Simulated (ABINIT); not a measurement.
# PtS2 (P-3m1) in ABINIT: notebook

Aim: see how the results for PtS2 move with the level of theory and the settings. Levels: LDA, HCTH407, PBE, revPBE. Tasks: band structure.

Everything below comes from runs of ABINIT 10.8.3 (patched build). Logs are shortened: lines on timing, memory, paths and dates and some standing lists are left out, and cuts for length are marked. The log counts tension as positive stress, the text compression.

## Step 1: The structure

It takes space group P-3m1 (No. 164, trigonal). Conventional cell: a = 3.543 Å, b = 3.543 Å, c = 5.039 Å, α = 90.00°, β = 90.00°, γ = 120.00°. Pt (site symmetry -3m) has 6 S at 2.34 Å as nearest neighbours. S (site symmetry 3m) is surrounded by 3 Pt at 2.34 Å.

## Step 2: Band structure, LDA

File run.abi:

```
# Datasets: ground state, then fixed potential
ndtset 2

# Pseudopotentials
pp_dirpath "./"
pseudos "Pt.LDA_PW-JTH.xml, S.LDA_PW-JTH.xml"

# Structure
acell 3*1.0 Angstrom
rprim
     3.5432000000     0.0000000000     0.0000000000
    -1.7716000000     3.0685012107     0.0000000000
     0.0000000000     0.0000000000     5.0388000000
ntypat 2
znucl 78 16
natom 3
typat 1 2 2
xred
     0.0000000000     0.0000000000     0.0000000000
     0.6666666667     0.3333333333     0.7730000000
     0.3333333333     0.6666666667     0.2270000000

# Plane-wave basis
ecut 20.0
pawecutdg 40.0

# Exchange and correlation
ixc 7

# Bands and occupations
occopt 3
tsmear 0.05 eV

# SCF cycle
nstep 100

# Output
iomode 3
prtwf 0
prteig 0
prtebands 0
enunit 1
prtden1 1

# Dataset 1
kptopt1 1
ngkpt1 9 9 5
nshiftk1 1
shiftk1 0.0 0.0 0.0
nband1 15
tolvrs1 1.0e-9

# Dataset 2: bands along G-M-K-G-A-L-H-A
iscf2 -2
getden2 1
nband2 19
nbdbuf2 2
tolwfr2 1.0e-12
kptopt2 -7
ndivsm2 8
prteig2 1
kptbounds2
     0.0000000000     0.0000000000     0.0000000000
     0.5000000000     0.0000000000     0.0000000000
     0.3333333333     0.3333333333     0.0000000000
     0.0000000000     0.0000000000     0.0000000000
     0.0000000000     0.0000000000     0.5000000000
     0.5000000000     0.0000000000     0.5000000000
     0.3333333333     0.3333333333     0.5000000000
     0.0000000000     0.0000000000     0.5000000000
```

Potentials or basis: JTH PAW LDA v2.0.

Command:

```
> abinit run.abi > log 2>&1
```

run.abo:

```text
.Version 10.8.3 of ABINIT
 DATASET    1 : space group P-3 m 1 (#164); Bravais hP (primitive hexag.)
================================================================================
 Values of the parameters that define the memory need for DATASET  1.
     intxc =       0    ionmov =       0      iscf =      17    lmnmax =      18
     lnmax =       6     mgfft =      40  mpssoang =       3    mqgrid =    3001
     natom =       3  nloc_mem =       2    nspden =       1   nspinor =       1
    nsppol =       1      nsym =      12    n1xccc =       1    ntypat =       2
    occopt =       3   xclevel =       1
       mpw =        1597          nfft =       36000          nkpt =          50
 PAW method is used; the additional fine FFT grid is defined by:
   mgfftf=        60    nfftf =     96000
================================================================================
================================================================================

 DATASET    2 : space group P-3 m 1 (#164); Bravais hP (primitive hexag.)
================================================================================
 Values of the parameters that define the memory need for DATASET  2.
     intxc =       0    ionmov =       0      iscf =      -2    lmnmax =      18
     lnmax =       6     mgfft =      40  mpssoang =       3    mqgrid =    3001
     natom =       3  nloc_mem =       2    nspden =       1   nspinor =       1
    nsppol =       1      nsym =      12    n1xccc =       1    ntypat =       2
    occopt =       3   xclevel =       1
       mpw =        1598          nfft =       36000          nkpt =          85
 PAW method is used; the additional fine FFT grid is defined by:
   mgfftf=        60    nfftf =     96000
================================================================================
================================================================================

--------------------------------------------------------------------------------
------------- Echo of variables that govern the present computation ------------
--------------------------------------------------------------------------------
 -outvars: echo values of preprocessed input variables --------
            acell      1.8897261259E+00  1.8897261259E+00  1.8897261259E+00 Bohr
              amu      1.95080000E+02  3.20660000E+01
             ecut      2.00000000E+01 Hartree
           enunit           1
           getden1          0
           getden2          1
             iscf1         17
             iscf2         -2
                       outvar_i_n : Printing only first  50 k-points.
              ixc           7
           jdtset        1    2
                       outvar_i_n : Printing only first  50 k-points.
           kptopt1          1
           kptopt2         -7
         kptrlatt        9    0    0      0    9    0      0    0    5
          kptrlen1     4.76097600E+01
          kptrlen2     3.00000000E+01
            natom           3
            nband1         15
            nband2         19
           nbdbuf1          0
           nbdbuf2          2
           ndtset           2
           ndivsm1          0
           ndivsm2          8
            ngfft          30      30      40
          ngfftdg          40      40      60
             nkpt1         50
             nkpt2         85
            nstep         100
             nsym          12
           ntypat           2
           occopt           3
        pawecutdg      4.00000000E+01 Hartree
        prtebands           0
           prteig1          0
           prteig2          1
            prtwf           0
            rprim      3.5432000000E+00  0.0000000000E+00  0.0000000000E+00
                      -1.7716000000E+00  3.0685012107E+00  0.0000000000E+00
                       0.0000000000E+00  0.0000000000E+00  5.0388000000E+00
           shiftk1     0.00000000E+00  0.00000000E+00  0.00000000E+00
           shiftk2     5.00000000E-01  5.00000000E-01  5.00000000E-01
          spgroup         164
           tolvrs1     1.00000000E-09
           tolvrs2     0.00000000E+00
           tolwfr1     0.00000000E+00
           tolwfr2     1.00000000E-12
           tsmear      1.83746611E-03 Hartree
            typat      1  2  2
           useylm           1
                       outvars : Printing only first  50 k-points.
           xangst      0.0000000000E+00  0.0000000000E+00  0.0000000000E+00
                       1.7716000000E+00  1.0228337369E+00  3.8949924000E+00
                      -6.5562370348E-17  2.0456674738E+00  1.1438076000E+00
            xcart      0.0000000000E+00  0.0000000000E+00  0.0000000000E+00
                       3.3478388047E+00  1.9328756351E+00  7.3604688985E+00
                      -1.2389492412E-16  3.8657512702E+00  2.1614831047E+00
             xred      0.0000000000E+00  0.0000000000E+00  0.0000000000E+00
                       6.6666666667E-01  3.3333333333E-01  7.7300000000E-01
                       3.3333333333E-01  6.6666666667E-01  2.2700000000E-01
            znucl       78.00000   16.00000

================================================================================

 chkinp: Checking input parameters for consistency, jdtset=   1.

 chkinp: Checking input parameters for consistency, jdtset=   2.
[... 242 lines left out ...]
         ecut(hartree)=     20.000   => boxcut(ratio)=   2.08667

 Fine grid specifications (used for densities):

 getcut: wavevector=  0.0000  0.0000  0.0000  ngfft=  40  40  60
         ecut(hartree)=     40.000   => boxcut(ratio)=   2.09831
--------------------------------------------------------------------------------

================================================================================
 Non-SCF case, kpt    1 (  0.00000  0.00000  0.00000), residuals and eigenvalues=
  6.38E-13  6.06E-13  7.54E-13  7.50E-13  9.53E-13  6.66E-13  4.42E-13  9.37E-13
  8.59E-13  4.63E-13  5.92E-13  9.33E-13  6.23E-13  8.05E-13  6.57E-13  9.03E-13
  8.37E-13  8.90E-06  3.18E-06
 -3.2999E-01 -2.0858E-01 -1.8115E-02 -1.8115E-02 -1.3255E-02  9.4691E-02
  9.4691E-02  1.7595E-01  2.0162E-01  2.0162E-01  2.3899E-01  3.3055E-01
  3.3055E-01  4.1240E-01  4.4269E-01  5.2756E-01  5.2756E-01  6.7529E-01
  7.0358E-01
 Non-SCF case, kpt    2 (  0.03571  0.00000  0.00000), residuals and eigenvalues=
  5.02E-13  6.82E-13  8.31E-13  5.25E-13  6.42E-13  8.20E-13  6.51E-13  5.13E-13
  6.47E-13  6.23E-13  3.55E-13  4.56E-13  8.27E-13  4.83E-13  6.61E-13  5.29E-13
[... 655 lines left out ...]
  6.50E-13  5.58E-13  8.93E-13  8.03E-13  5.51E-13  7.16E-13  7.70E-13  9.97E-13
  9.93E-13  1.97E-11  7.42E-06
 -3.1897E-01 -2.3486E-01 -1.7548E-02 -1.6949E-02  3.5351E-02  9.2858E-02
  9.3222E-02  1.5060E-01  1.8675E-01  1.9515E-01  2.1593E-01  3.4384E-01
  3.4656E-01  4.4154E-01  5.0146E-01  5.1771E-01  5.1809E-01  5.8039E-01
  6.4857E-01
 Non-SCF case, kpt   85 (  0.00000  0.00000  0.50000), residuals and eigenvalues=
  9.97E-13  9.39E-13  8.00E-13  7.04E-13  7.34E-13  2.83E-13  5.04E-13  8.91E-13
  9.83E-13  7.82E-13  9.70E-13  8.06E-13  8.08E-13  4.88E-13  8.84E-13  5.36E-13
  9.03E-13  2.29E-09  2.25E-08
 -3.1962E-01 -2.3472E-01 -1.7386E-02 -1.7386E-02  3.4940E-02  9.3838E-02
  9.3838E-02  1.4901E-01  1.9464E-01  1.9464E-01  2.0907E-01  3.4820E-01
  3.4820E-01  4.3816E-01  5.0396E-01  5.1546E-01  5.1546E-01  5.8321E-01
  6.4788E-01

--- !ResultsGS
iteration_state: {dtset: 2, }
comment   : Summary of ground state results
lattice_vectors:
- [  6.6956776,   0.0000000,   0.0000000, ]
- [ -3.3478388,   5.7986269,   0.0000000, ]
- [  0.0000000,   0.0000000,   9.5219520, ]
lattice_lengths: [   6.69568,    6.69568,    9.52195, ]
lattice_angles: [ 90.000,  90.000, 120.000, ] # degrees, (23, 13, 12)
lattice_volume:   3.6969680E+02
convergence: {deltae:  0.000E+00, res2:  0.000E+00, residm:  9.998E-13, diffor:  0.000E+00, }
etotal    :  -4.79675756E+01
entropy   :   0.00000000E+00
fermie    :   2.58860887E-01
cartesian_stress_tensor: null
pressure_GPa: null
xred      :
- [  0.0000E+00,   0.0000E+00,   0.0000E+00, Pt]
- [  6.6667E-01,   3.3333E-01,   7.7300E-01,  S]
- [  3.3333E-01,   6.6667E-01,   2.2700E-01,  S]
cartesian_forces: null
force_length_stats: {min: null, max: null, mean: null, }
...

 Integrated electronic density in atomic spheres:
 ------------------------------------------------
 Atom  Sphere_radius  Integrated_density
    1        2.51622          8.90860175
    2        1.90380          3.56473335
    3        1.90380          3.56473335

================================================================================

 ----iterations are completed or convergence reached----

 Mean square residual over all n,k,spin=   70.400E-14; max=  99.981E-14
 reduced coordinates (array xred) for    3 atoms
       0.000000000000      0.000000000000      0.000000000000
       0.666666666667      0.333333333333      0.773000000000
       0.333333333333      0.666666666667      0.227000000000

 cartesian coordinates (angstrom) at end:
    1      0.00000000000000     0.00000000000000     0.00000000000000
    2      1.77160000000000     1.02283373690000     3.89499240000000
    3     -0.00000000000000     2.04566747380000     1.14380760000000
 length scales=  1.889726125908  1.889726125908  1.889726125908 bohr
              =  1.000000000000  1.000000000000  1.000000000000 angstroms
 Eigenvalues (   eV  ) for nkpt=  85  k points:
 kpt#   1, nband= 19, wtk=  1.00000, kpt=  0.0000  0.0000  0.0000 (reduced coord)
  -8.97960   -5.67586   -0.49293   -0.49293   -0.36068    2.57668    2.57668    4.78797
   5.48636    5.48636    6.50332    8.99475    8.99475   11.22184   12.04617   14.35563
  14.35563   18.37548   19.14549
 kpt#   2, nband= 19, wtk=  1.00000, kpt=  0.0357  0.0000  0.0000 (reduced coord)
  -8.96210   -5.68776   -0.48098   -0.47762   -0.34351    2.55252    2.56247    4.72915
   5.48291    5.48919    6.51886    8.89430    8.97817   11.34010   12.11843   14.30438
  14.41364   18.28576   18.95093
 kpt#   3, nband= 19, wtk=  1.00000, kpt=  0.0714  0.0000  0.0000 (reduced coord)
  -8.90993   -5.72258   -0.44560   -0.43337   -0.29161    2.47900    2.52215    4.56779
   5.46980    5.49326    6.55707    8.65269    8.93431   11.62756   12.32546   14.17656
  14.57926   17.93554   18.64607
 kpt#   4, nband= 19, wtk=  1.00000, kpt=  0.1071  0.0000  0.0000 (reduced coord)
  -8.82404   -5.77776   -0.38823   -0.36501   -0.20356    2.35289    2.46267    4.34074
   5.44230    5.48685    6.59054    8.37316    8.87994   11.96190   12.63341   14.04684
  14.83716   17.41093   18.18343
 kpt#   5, nband= 19, wtk=  1.00000, kpt=  0.1429  0.0000  0.0000 (reduced coord)
[... 309 lines left out ...]
   4.41337    5.39874    6.31840    8.66134    9.10809   12.53694   13.31639   14.46121
  14.54332   15.43182   17.58068
 kpt#  83, nband= 19, wtk=  1.00000, kpt=  0.0417  0.0417  0.5000 (reduced coord)
  -8.62661   -6.40153   -0.48869   -0.42624    0.99451    2.45169    2.48448    4.22259
   4.74341    5.34765    6.12929    9.05430    9.30193   12.24389   13.49283   14.23948
  14.29511   15.60992   17.72459
 kpt#  84, nband= 19, wtk=  1.00000, kpt=  0.0208  0.0208  0.5000 (reduced coord)
  -8.67964   -6.39081   -0.47749   -0.46122    0.96196    2.52680    2.53669    4.09813
   5.08173    5.31020    5.87563    9.35648    9.43037   12.01483   13.64539   14.08753
  14.09798   15.79327   17.64853
 kpt#  85, nband= 19, wtk=  1.00000, kpt=  0.0000  0.0000  0.5000 (reduced coord)
  -8.69744   -6.38719   -0.47310   -0.47310    0.95075    2.55346    2.55346    4.05479
   5.29648    5.29648    5.68921    9.47497    9.47497   11.92301   13.71348   14.02632
  14.02632   15.87004   17.62965

== END DATASET(S) ==============================================================
================================================================================

 -outvars: echo values of variables after computation  --------
            acell      1.8897261259E+00  1.8897261259E+00  1.8897261259E+00 Bohr
           etotal1    -4.7967575636E+01
            fcart1    -1.3404892829E-29 -6.9653866350E-29 -0.0000000000E+00
                      -1.3404892829E-29  2.3217955450E-29 -1.7059983461E-02
                       2.6809785658E-29  4.6435910900E-29  1.7059983461E-02
            rprim      3.5432000000E+00  0.0000000000E+00  0.0000000000E+00
                      -1.7716000000E+00  3.0685012107E+00  0.0000000000E+00
                       0.0000000000E+00  0.0000000000E+00  5.0388000000E+00
           strten1    -1.4097959205E-04 -1.4097959209E-04 -1.2110374566E-04
                       0.0000000000E+00  0.0000000000E+00  0.0000000000E+00
           xangst      0.0000000000E+00  0.0000000000E+00  0.0000000000E+00
                       1.7716000000E+00  1.0228337369E+00  3.8949924000E+00
                      -6.5562370348E-17  2.0456674738E+00  1.1438076000E+00
             xred      0.0000000000E+00  0.0000000000E+00  0.0000000000E+00
                       6.6666666667E-01  3.3333333333E-01  7.7300000000E-01
                       3.3333333333E-01  6.6666666667E-01  2.2700000000E-01
 Calculation completed.
```

Wall time 2.1 min (1 thread of Arm Neoverse V2, shared host); peak memory 0.12 GiB.

Results:

* Free energy: -1305.2642 eV
* Pressure: 4.0 GPa
* Largest force: 0.877 eV/Å
* Band gap on the k mesh: 0.88 eV, indirect (least direct gap 0.92 eV)
* Band gap along the path: 0.87 eV, indirect (least direct gap 1.44 eV)
* Valence electrons inside the program's atomic spheres: Pt 8.91; S 3.56

Forces on the atoms (eV/Å):
```
Pt   0.000  0.000  0.000
S    0.000  0.000 -0.877
S    0.000  0.000  0.877
```

Stress tensor (GPa, compression positive):
```
4.15 0.00 0.00
0.00 4.15 0.00
0.00 0.00 3.56
```

Levels at the corners of the path, in eV from the valence-band top:
```
point  band 7  band 8  band 9  band 10  band 11  band 12  band 13  band 14  band 15  band 16
    Γ   -4.03   -1.82   -1.12    -1.12    -0.10     2.39     2.39     4.62     5.44     7.75
    M   -3.43   -3.36   -3.28    -3.03    -2.39     1.67     2.78     5.35     6.36     8.10
    K   -4.62   -3.71   -2.71    -1.51    -1.51     0.92     0.92     5.50     7.88     9.17
    Γ   -4.03   -1.82   -1.12    -1.12    -0.10     2.39     2.39     4.62     5.44     7.75
    A   -4.05   -2.55   -1.31    -1.31    -0.92     2.87     2.87     5.32     7.11     7.42
    L   -3.38   -3.31   -3.11    -2.77    -1.35     2.02     2.25     5.20     5.34     7.65
    H   -4.43   -3.63   -3.58    -1.91    -1.91     2.16     2.16     7.12     7.70     7.94
    A   -4.05   -2.55   -1.31    -1.31    -0.92     2.87     2.87     5.32     7.11     7.42
```

Caveat: spin-orbit coupling is left out, which moves the levels of the heavy elements.

[end of part 1 of 2]
